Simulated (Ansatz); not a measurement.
Crystal: Ge.

```xyz
1
Lattice="1.3971 -2.6005 0.0000 1.3971 2.6005 0.0000 0.0000 0.0000 2.6982" Properties=species:S:1:pos:R:3 pbc="T T T"
Ge    1.3971    0.0000    0.0000
```

This isn't the form of Ge at room conditions, which is diamond.

Base run:

| Item | Value |
| --- | --- |
| Program | Ansatz 0.2.0 |
| Functional | PBEsol |
| Potentials or basis | all-electron LAPW, scalar-relativistic |
| Cutoff | 247 eV |
| Density cutoff | 988 eV |
| Basis error allowed | 0.001 eV/atom |
| k mesh | 8 × 8 × 8 |
| Occupations | fermi-dirac, width 0.05 eV |
| Spin | no spin polarisation |

Its results: pressure -4.4 GPa.

Q: After a change of settings the same cell gave: pressure -5.4 GPa. Which change was it?
A. potentials or basis from all-electron LAPW, scalar-relativistic to all-electron PAW datasets made for the crystal; k mesh from 8 × 8 × 8 to 11 × 11 × 10
B. potentials or basis from all-electron LAPW, scalar-relativistic to all-electron LAPW, non-relativistic; k mesh from 8 × 8 × 8 to 11 × 11 × 10
C. k mesh from 8 × 8 × 8 to 7 × 7 × 6; occupations from fermi-dirac, width 0.05 eV to fermi-dirac, width 0.03 eV
D. potentials or basis from all-electron LAPW, scalar-relativistic to all-electron LAPW, relativistic spinors; spin from no spin polarisation to spin-orbit coupling, no magnetisation

A: C.

Caveats: some runs use coarse meshes; the k mesh is thin for a metal, which can move the energy by tens of meV per atom.

Not every run made on this cell is shown here.
